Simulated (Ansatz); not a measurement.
# Pd: the change of pressure with volume scale

All results are calculated (Ansatz 0.2.0). Periodic Kohn-Sham DFT of a crystal at fixed atoms, scaled to volume_scale times the given cell; pressure positive in compression, energy less spherical unpolarised free atoms, largest_vzz the field gradient of largest size among the nuclei.

The cell before it is scaled or strained (space group Pm-3m, No. 221):
```
CELL_PARAMETERS angstrom
2.61290 0.00000 0.00000
0.00000 2.61290 0.00000
0.00000 0.00000 2.61290
ATOMIC_POSITIONS crystal
Pd 0.00000 0.00000 0.00000
```

Settings of every row: method frozen-core PAW; functional PBE; relativity scalar; k mesh 13x13x13; filling fermi-dirac; smearing width 0.03 eV; wave cutoff 420 eV; paw set soft_2.

Atom start moment: 0 on all atoms.

Limits: the cell comes from a prototype or a list of computed structures and needn't be the stable phase.

```
row  volume scale  V (Å³/atom)  pressure (GPa)
  1          0.96       17.125           5.538
  2          0.98       17.482               ?
  3             1       17.839          -0.026
  4          1.02       18.196          -2.304
  5          1.04       18.552          -4.312
```

Question: what pressure should row 2 give?

Worked fit of pressure. Take u = (V_r/V)^(2/3) − 1 with V_r = 18.017 Å³ an atom, which is twice the finite (Eulerian) strain; such expansions in the strain, on which the Birch-Murnaghan equation of state is built, carry the rest volume and the bulk modulus. The shown rows have u = 0.03443, 0.00664, -0.00657, -0.01932. Least squares give pressure = −1.2004 + 173.406 × u + 647.14 × u² GPa; a straight line predicts inner rows, each left out in turn, worse (root mean square 0.29 against 0.016 GPa). The rows lie off it by 0.001, -0.006, 0.008, -0.003 (root mean square 0.0052 GPa). The pressure vanishes at u = 0.0068, or V = 17.84 Å³ an atom, and there the bulk modulus at fixed shape and fractions is B = −V dP/dV = (2/3)(1 + u) dP/du = 122 GPa. The withheld row has u = 0.0203, so the fit gives −1.2004 + 173.406 × (0.0203) + 647.14 × (0.0203)² = 2.586 GPa.

The calculation gave 2.573 GPa. The fit lies 0.013 GPa (0.13 % of the column's range) above it; its largest miss of a shown row is 0.008 GPa.
